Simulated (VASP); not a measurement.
# V (P6_3/mmc) in VASP: notebook

One crystal, V, is run at these levels: PBE; tasks: single point.

Everything below comes from runs of VASP 6.6.1. Logs are shortened: lines on timing, memory, paths and dates and some standing lists are left out, and cuts for length are marked.

## (1) The structure

It takes space group P6_3/mmc (No. 194, hexagonal). Conventional cell: a = 2.604 Å, b = 2.604 Å, c = 4.723 Å, α = 90.00°, β = 90.00°, γ = 120.00°. V (site symmetry -6m2) is surrounded by 12 V at 2.60 to 2.80 Å.

This isn't the form of V at room conditions, which is bcc.

## (2) Single point, PBE, collinear spin, ferromagnetic start

File INCAR:

```
  PREC = Accurate
  ENCUT = 460
  EDIFF = 1E-6
  ISMEAR = 0
  SIGMA = 0.4
  LREAL = F
  LASPH = T
  NELM = 100
  ALGO = Normal
  ISIF = 2
  LWAVE = F
  LCHARG = F
  ISPIN = 2
  MAGMOM = 2 2
  LORBIT = 11
  LMAXMIX = 4
  GGA = PE
  ADDGRID = F
```

File KPOINTS:

```
Automatic mesh
0
Gamma
  18 18 9
```

File POSCAR:

```
V
1.0
    2.6042941027      0.0000000000      0.0000000000
   -1.3021470513      2.2553848518      0.0000000000
    0.0000000000      0.0000000000      4.7233360000
V
2
Direct
    0.3610050000      0.6924900000      0.2406650000
    0.6997010000      0.3498080000      0.7667620000
```

Potentials or basis: VASP PAW PBE potentials, release 64 (V_sv).

The run is started by

```
> cat potpaw_PBE.64/V_sv/POTCAR > POTCAR
> mpirun -np 1 vasp_std > vasp.out
```

OUTCAR:

```text
PREC = Accurate
   ENCUT = 460
   EDIFF = 1E-6
   ISMEAR = 0
   LREAL = F
   LASPH = T
   NELM = 100
   ISIF = 2
   ISPIN = 2
   LORBIT = 11
   GGA = PE

 Found   1460 irreducible k-points:

 Following reciprocal coordinates:
            Coordinates               Weight
  0.000000  0.000000  0.000000      1.000000
  0.055556 -0.000000  0.000000      2.000000
  0.000000  0.055556  0.000000      2.000000
 -0.055556  0.055556  0.000000      2.000000
  0.111111 -0.000000  0.000000      2.000000
  0.000000  0.111111  0.000000      2.000000
   k-points           NKPTS =   1460   k-points in BZ     NKDIM =   1460   number of bands    NBANDS=     19
   number of dos      NEDOS =    301   number of ions     NIONS =      2
   total plane-waves  NPLWV =  11664
   dimension x,y,z NGX =    18 NGY =   18 NGZ =   36
   dimension x,y,z NGXF=    36 NGYF=   36 NGZF=   72
   ions per type =               2
   NGX,Y,Z   is equivalent  to a cutoff of  11.49, 11.49, 12.67 a.u.
   NGXF,Y,Z  is equivalent  to a cutoff of  22.98, 22.98, 25.34 a.u.
 SYSTEM =  unknown system
   PREC   = accura    normal or accurate (medium, high low for compatibility)
   ISTART =      0    job   : 0-new  1-cont  2-samecut
   ICHARG =      2    charge: 1-file 2-atom 10-const
   ISPIN  =      2    spin polarized calculation?
   LNONCOLLINEAR =      F non collinear calculations
   LSORBIT =      F    spin-orbit coupling
   LASPH  =      T    aspherical Exc in radial PAW
   ENCUT  =  460.0 eV  33.81 Ry    5.81 a.u.   4.55  4.55  8.26*2*pi/ulx,y,z
   NELM   =    100;   NELMIN=  2; NELMDL= -5     # of ELM steps
   EDIFF  = 0.1E-05   stopping-criterion for ELM
   LREAL  =      F    real-space projection
   EDIFFG = 0.1E-04   stopping-criterion for IOM
   NSW    =      0    number of steps for IOM
   IBRION =     -1    ionic relax: 0-MD 1-quasi-New 2-CG
   NFREE  =      0    steps in history (QN), initial steepest desc. (CG)
   ISIF   =      2    stress and relaxation
   ISYM   =      2    0-nonsym 1-usesym 2-fastsym
   POTIM  = 0.5000    time-step for ionic-motion
   TEBEG  =    0.0;   TEEND  =   0.0 temperature during run
   PSTRESS=    0.0 pullay stress
   NELECT =      26.0000    total number of electrons
   NUPDOWN=      -1.0000    fix difference up-down
   EMIN   =  10.00;   EMAX   =-10.00  energy-range for DOS
   EFERMI =   0.00;   METHOD = LEGACY
   ISMEAR =     0;   SIGMA  =   0.40  broadening in eV -4-tet -1-fermi 0-gaus
   EFERMI_NEDOS =   21; number of points for ismear=-14 and -15
   IALGO  =     38    algorithm
   IMIX   =      4    mixing-type and parameters
     AMIX     =   0.40;   BMIX     =  1.00
     AMIX_MAG =   1.60;   BMIX_MAG =  1.00
  volume/ion in A,a.u.               =      13.87        93.61
  Fermi-wavevector in a.u.,A,eV,Ry     =   1.602062  3.027459 34.920768  2.566604
  Thomas-Fermi vector in A             =   2.698942
   LORBIT       =     11    0 simple, 1 ext, 2 COOP (PROOUT), +10 PAW based schemes
   GGA     = PE    functional components
   LHFCALC =     F    Hartree Fock is set to
   AEXX    =    0.0000 exact exchange contribution
   IVDW    =     0    specifies the selected vdW correction
   LEPSILON=     F    determine dielectric tensor
   LRPA    =     F    only Hartree local field effects (RPA)
 spin polarized calculation
 Gauss-broadening in eV      SIGMA  =   0.40
  energy-cutoff  :      460.00
  volume of cell :       27.74
 maximum number of plane-waves:       647
   NGX =  9   NGY =  9   NGZ = 17

 number of electron      25.9999995 magnetization       0.0010841

 Free energy of the ion-electron system (eV)
  ---------------------------------------------------
  ext. energy  EPLUGINS =         0.00000000
  ---------------------------------------------------
  free energy    TOTEN  =       -17.54721131 eV

  energy without entropy =      -17.26495540  energy(sigma->0) =      -17.40608336

 E-fermi :   9.7107     XC(G=0): -12.7188

 val. band max:        9.7105313728   @ k =  -0.4444  -0.4444   0.2222
 cond. band min:       9.7109134341   @ k =  -0.4444  -0.4444   0.2222
 fundamental gap:      0.0003820613
 Fermi energy:         9.7106977291

 spin component 1

 k-point     1 :       0.0000    0.0000    0.0000
  band No.  band energies     occupation
      1     -54.3193      1.00000
      2     -54.2016      1.00000
      3     -28.4367      1.00000
      4     -27.7756      1.00000
      5     -27.6503      1.00000
      6     -27.6478      1.00000
[... 11 lines left out ...]
     18      11.5820      0.00000
     19      12.5557      0.00000

 k-point     2 :       0.0556   -0.0000    0.0000
  band No.  band energies     occupation
      1     -54.3137      1.00000
      2     -54.1977      1.00000
      3     -28.4284      1.00000
      4     -27.7776      1.00000
      5     -27.6748      1.00000
      6     -27.6557      1.00000
[... 11 lines left out ...]
     18      11.5202      0.00000
     19      12.5956      0.00000

 k-point     3 :       0.0000    0.0556    0.0000
  band No.  band energies     occupation
      1     -54.3137      1.00000
      2     -54.1977      1.00000
      3     -28.4284      1.00000
      4     -27.7777      1.00000
      5     -27.6750      1.00000
      6     -27.6555      1.00000
[... 11 lines left out ...]
     18      11.5241      0.00000
     19      12.5868      0.00000

 k-point     4 :      -0.0556    0.0556    0.0000
  band No.  band energies     occupation
      1     -54.3138      1.00000
      2     -54.1976      1.00000
      3     -28.4286      1.00000
      4     -27.7773      1.00000
      5     -27.6733      1.00000
      6     -27.6573      1.00000
[... 11 lines left out ...]
     18      11.4841      0.00000
     19      12.6586      0.00000

 k-point     5 :       0.1111   -0.0000    0.0000
  band No.  band energies     occupation
      1     -54.2973      1.00000
      2     -54.1860      1.00000
      3     -28.4036      1.00000
      4     -27.7900      1.00000
      5     -27.7400      1.00000
      6     -27.6868      1.00000
[... 11 lines left out ...]
     18      11.3797      0.00000
     19      12.6373      0.00000

 k-point     6 :       0.0000    0.1111    0.0000
  band No.  band energies     occupation
      1     -54.2973      1.00000
      2     -54.1861      1.00000
      3     -28.4035      1.00000
      4     -27.7903      1.00000
      5     -27.7400      1.00000
      6     -27.6857      1.00000
[... 11 lines left out ...]
     18      11.3857      0.00000
     19      12.6292      0.00000

 [... further k-points ...]

 Fermi energy:         9.7106977291

 spin component 2

 k-point     1 :       0.0000    0.0000    0.0000
  band No.  band energies     occupation
      1     -54.3188      1.00000
      2     -54.2012      1.00000
      3     -28.4362      1.00000
      4     -27.7752      1.00000
      5     -27.6499      1.00000
      6     -27.6474      1.00000
[... 11 lines left out ...]
     18      11.5823      0.00000
     19      12.5560      0.00000

 k-point     2 :       0.0556   -0.0000    0.0000
  band No.  band energies     occupation
      1     -54.3133      1.00000
      2     -54.1972      1.00000
      3     -28.4280      1.00000
      4     -27.7772      1.00000
      5     -27.6743      1.00000
      6     -27.6552      1.00000
[... 11 lines left out ...]
     18      11.5205      0.00000
     19      12.5959      0.00000

 k-point     3 :       0.0000    0.0556    0.0000
  band No.  band energies     occupation
      1     -54.3133      1.00000
      2     -54.1973      1.00000
      3     -28.4280      1.00000
      4     -27.7772      1.00000
      5     -27.6745      1.00000
      6     -27.6550      1.00000
[... 11 lines left out ...]
     18      11.5244      0.00000
     19      12.5871      0.00000

 k-point     4 :      -0.0556    0.0556    0.0000
  band No.  band energies     occupation
      1     -54.3133      1.00000
      2     -54.1972      1.00000
      3     -28.4282      1.00000
      4     -27.7769      1.00000
      5     -27.6728      1.00000
      6     -27.6568      1.00000
[... 11 lines left out ...]
     18      11.4845      0.00000
     19      12.6589      0.00000

 k-point     5 :       0.1111   -0.0000    0.0000
  band No.  band energies     occupation
      1     -54.2969      1.00000
      2     -54.1856      1.00000
      3     -28.4032      1.00000
      4     -27.7895      1.00000
      5     -27.7396      1.00000
      6     -27.6863      1.00000
[... 11 lines left out ...]
     18      11.3801      0.00000
     19      12.6376      0.00000

 k-point     6 :       0.0000    0.1111    0.0000
  band No.  band energies     occupation
      1     -54.2969      1.00000
      2     -54.1856      1.00000
      3     -28.4030      1.00000
      4     -27.7898      1.00000
      5     -27.7396      1.00000
      6     -27.6852      1.00000
[... 11 lines left out ...]
     18      11.3860      0.00000
     19      12.6295      0.00000

 [... further k-points ...]
[... 5 lines left out ...]
  --------------------------------------------------------------------------------------
  -------------------------------------------------------------------------------------
  Total        0.2731910      0.4411600      0.0823588      0.1043742      0.0391387     -0.0492060
  in kB       15.7767489     25.4769344      4.7562095      6.0275963      2.2602526     -2.8416417
  external PRESSURE =      15.3366309 kB  Pullay stress =       0.0000000 kB

 VOLUME and BASIS-vectors are now :
 -----------------------------------------------------------------------------
  energy-cutoff  :      460.00
  volume of cell :       27.74
      direct lattice vectors                 reciprocal lattice vectors
     2.604294103  0.000000000  0.000000000     0.383981210  0.221691655  0.000000000
    -1.302147051  2.255384852  0.000000000     0.000000000  0.443383310  0.000000000
     0.000000000  0.000000000  4.723336000     0.000000000  0.000000000  0.211714771

 POSITION                                       TOTAL-FORCE (eV/Angst)
 -----------------------------------------------------------------------------------
      0.03844      1.56183      1.13674        -0.042865      0.032112      1.167501
      1.36673      0.78895      3.62167         0.042865     -0.032112     -1.167501
 -----------------------------------------------------------------------------------
    total drift:                                0.000036     -0.000007      0.000119

  FREE ENERGIE OF THE ION-ELECTRON SYSTEM (eV)
  ---------------------------------------------------
  free  energy   TOTEN  =       -17.5472113132 eV

  energy  without entropy=      -17.2649554021  energy(sigma->0) =      -17.40608336

 total charge

# of ion       s       p       d       tot
------------------------------------------
    1        2.345   6.213   3.081  11.639
    2        2.345   6.213   3.081  11.639
--------------------------------------------------
tot          4.691  12.425   6.162  23.278

 magnetization (x)

# of ion       s       p       d       tot
------------------------------------------
    1        0.000   0.000   0.000   0.000
    2        0.000   0.000   0.000   0.000
--------------------------------------------------
tot          0.000   0.000   0.001   0.001
```

Run time: 12 min. Hardware: 1 thread of Intel Xeon Platinum 8488C (Sapphire Rapids), shared host; peak memory 0.89 GiB.

The run converged, but some of its settings lie outside the range that counts as converged, so its numbers aren't taken as properties of the crystal.

Results:

- Free energy: -17.5472 eV
- Pressure: 1.5 GPa
- Largest force: 1.169 eV/Å
- Band gap on the k mesh: none (metal or under the smearing width)
- Net moment: 0.00 μB per cell
- Valence electrons inside the program's atomic spheres: V 11.64

## (3) Single point, PBE, collinear spin, ferromagnetic start

INCAR: that of step 2 with these lines changed.

```diff
@@ -4,3 +4,3 @@
   ISMEAR = 0
-  SIGMA = 0.4
+  SIGMA = 0.2
   LREAL = F
```

KPOINTS is that of step 2.

File POSCAR:

```
V
1.0
    2.6042941027      0.0000000000      0.0000000000
   -1.3021470513      2.2553848518      0.0000000000
    0.0000000000      0.0000000000      4.7233360000
V
2
Direct
    0.3333333333      0.6666666667      0.2500000000
    0.6666666667      0.3333333333      0.7500000000
```

Potentials or basis: VASP PAW PBE potentials, release 64 (V_sv).

The run is started by

```
> cat potpaw_PBE.64/V_sv/POTCAR > POTCAR
> mpirun -np 1 vasp_std > vasp.out
```

Wall time 1.8 min (1 thread of Intel Xeon Platinum 8488C (Sapphire Rapids), shared host); peak memory 0.22 GiB.

The run converged, but some of its settings lie outside the range that counts as converged, so its numbers aren't taken as properties of the crystal.

What came out:

```
Free energy                                           : -17.5122 eV
Pressure                                              : -0.6 GPa
Band gap on the k mesh                                : none (metal or under the smearing width)
Net moment                                            : 0.00 μB per cell
Valence electrons inside the program's atomic spheres : V 11.63
```

## (4) Single point, PBE, collinear spin, ferromagnetic start

INCAR is that of step 3.

KPOINTS is that of step 3.

File POSCAR:

```
V
1.0
    2.6042941027      0.0000000000      0.0000000000
   -1.3021470513      2.2553848518      0.0000000000
    0.0000000000      0.0000000000      4.7233360000
V
2
Direct
    0.3610050000      0.6924900000      0.2406650000
    0.6997010000      0.3498080000      0.7667620000
```

The run is started by

```
> cat potpaw_PBE.64/V_sv/POTCAR > POTCAR
> mpirun -np 1 vasp_std > vasp.out
```

Wall time 12 min (1 thread of Intel Xeon Platinum 8488C (Sapphire Rapids), shared host); peak memory 0.89 GiB.

The run converged, but some of its settings lie outside the range that counts as converged, so its numbers aren't taken as properties of the crystal.

What came out:

* Free energy: -17.4403 eV
* Pressure: 0.7 GPa
* Largest force: 1.187 eV/Å
* Band gap on the k mesh: none (metal or under the smearing width)
* Net moment: 0.00 μB per cell
* Valence electrons inside the program's atomic spheres: V 11.64

(Part 1 of 2 ends here.)
